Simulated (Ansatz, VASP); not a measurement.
# FeSi in VASP and in Ansatz

```
Fe Si
1.0
     4.55070    0.00000    0.00000
     0.00000    4.55070    0.00000
     0.00000    0.00000    4.55070
Fe Si
4 4
Direct
  0.86348 0.63652 0.36348
  0.63652 0.36348 0.86348
  0.36348 0.86348 0.63652
  0.13652 0.13652 0.13652
  0.15760 0.34240 0.65760
  0.34240 0.65760 0.15760
  0.65760 0.15760 0.34240
  0.84240 0.84240 0.84240
```

Alike in both runs: task single point; functional PBE; k mesh 6 × 6 × 6; occupations fermi-dirac, width 0.05 eV; collinear spin, ferromagnetic start.

```csv
,VASP,Ansatz
version,VASP 6.6.1,Ansatz 0.2.0
potentials or method,"VASP PAW PBE potentials, release 64 (Fe, Si)",Ansatz PAW
plane-wave cutoff (eV),520,420
valence electrons in the cell,48,80
```

Ansatz gave:

| Property | Result |
| --- | --- |
| gap on the k mesh at the Fermi level (eV) | none |
| pressure (GPa) | -10.4 |
| rms of the force components (eV/Å) | 0.041 |
| net moment per atom (μB) | 0.47 |
| size of the moment on the site where the two differ most (μB) | 1.02 |

Task: Which values does VASP return?

Result: gap on the k mesh at the Fermi level (eV): none; pressure (GPa): -10.3; rms of the force components (eV/Å): 0.040; net moment per atom (μB): 0.47; size of the moment on the site where the two differ most (μB): 1.03.

Site moments also hang on the region over which each program counts them. Atom by atom the forces differ by 0.008 eV/Å (rms over components). A gap of «none» marks a metal or a gap that the smearing closes. The two sets of potentials don't hold the same shells in valence.

Caveats: the moment fell far below its start of 4.5 μB, so a state of higher moment may lie lower in energy (VASP).
